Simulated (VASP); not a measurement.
Write the native input for VASP 6.6.1 that does the following.

* Task: relaxation of cell and atoms
* Functional: LDA
* Potentials or basis: VASP PAW LDA potentials, release 64 (Ta_pv, N)
* Cutoff: 600 eV
* k mesh: 10 × 10 × 5
* Occupations: fermi-dirac, width 0.05 eV
* Spin: no spin polarisation
* Further INCAR settings: ALGO = Normal; EDIFF = 1e-06; IBRION = 2; EDIFFG = -0.01; NSW = 40; ISIF = 3

The structure of TaN lies in POSCAR:

```
TaN
1.0
    2.9217699809      0.0000000000      0.0000000000
   -1.4608849905      2.5303270275      0.0000000000
    0.0000000000      0.0000000000      5.9165150000
Ta N
2 2
Direct
    0.0000000000      0.0000000000      0.5000000000
    0.0000000000      0.0000000000      0.0000000000
    0.3333333333      0.6666666667      0.2500000000
    0.6666666667      0.3333333333      0.7500000000
```

The cell comes from a database or a generator and needn't be the stable form of this composition.

The input as run:

INCAR

```
SYSTEM = TaN
ALGO     = Normal         ! electronic algorithm
EDIFF    = 1E-6           ! SCF threshold, eV
EDIFFG   = -0.01          ! ionic threshold
ENCUT    = 600            ! plane-wave cutoff, eV
IBRION   = 2              ! ionic algorithm
ISIF     = 3              ! what is computed and relaxed
ISMEAR   = -1             ! smearing method
LASPH    = .TRUE.         ! aspherical terms in the spheres
LCHARG   = .FALSE.        ! write CHGCAR
LREAL    = .FALSE.        ! projectors in reciprocal space
LWAVE    = .FALSE.        ! write WAVECAR
NELM     = 80             ! most SCF steps
NSW      = 40             ! ionic steps
PREC     = Accurate       ! precision mode
SIGMA    = 0.05           ! smearing width, eV
```

KPOINTS

```
k-points
0
G
  10 10 5
  0 0 0
```

Potentials or basis: VASP PAW LDA potentials, release 64 (Ta_pv, N).

Run with:

```sh
$ cat potpaw_LDA.64/Ta_pv/POTCAR potpaw_LDA.64/N/POTCAR > POTCAR
$ mpirun -np 1 vasp_std > vasp.out
```

It gave:

```json
{"Relaxed volume": "10.45 Å³/atom", "Relaxed cell": "a = 2.878 Å, b = 2.878 Å, c = 5.826 Å, α = 90.00°, β = 90.00°, γ = 120.00°", "Space group after relaxing (to 0.05 Å)": "P6_3/mmc (No. 194)", "Energy gained by relaxing": "24.2 meV/atom", "Ionic steps": "9", "Pressure after relaxing": "0.0 GPa", "Band gap on the k mesh": "none (metal or under the smearing width)"}
```

It took 58 s on 1 thread of Intel(R) Xeon(R) 6975P-C (Granite Rapids) (shared host), peak memory 0.19 GiB.
